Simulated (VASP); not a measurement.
The system is CdTe.

```
Cd Te
1.0
     0.00000    3.24767    3.24767
     3.24767    0.00000    3.24767
     3.24767    3.24767    0.00000
Cd Te
1 1
Direct
  0.00000 0.00000 0.00000
  0.75000 0.75000 0.75000
```

The cell is a database's computed one.

Base run:

```yaml
Program: VASP 6.6.1
Functional: r2SCAN
Potentials_or_basis: VASP PAW PBE potentials, release 64 (Cd, Te)
Cutoff: 520 eV
k_mesh: 10 × 10 × 10
Occupations: gaussian, width 0.02 eV
Spin: no spin polarisation
```

Its results: band gap on the k mesh 1.25 eV, direct.

**Question.** The run is repeated on the same cell with these changes: functional from r2SCAN to PBEsol. What comes out?

**Answer.** Band gap on the k mesh 0.64 eV, direct.

r2SCAN gives the wider gap, since meta-GGAs in the generalised Kohn-Sham scheme recover part of the derivative discontinuity.

Caveats: spin-orbit coupling is left out, which moves the levels of the heavy elements.
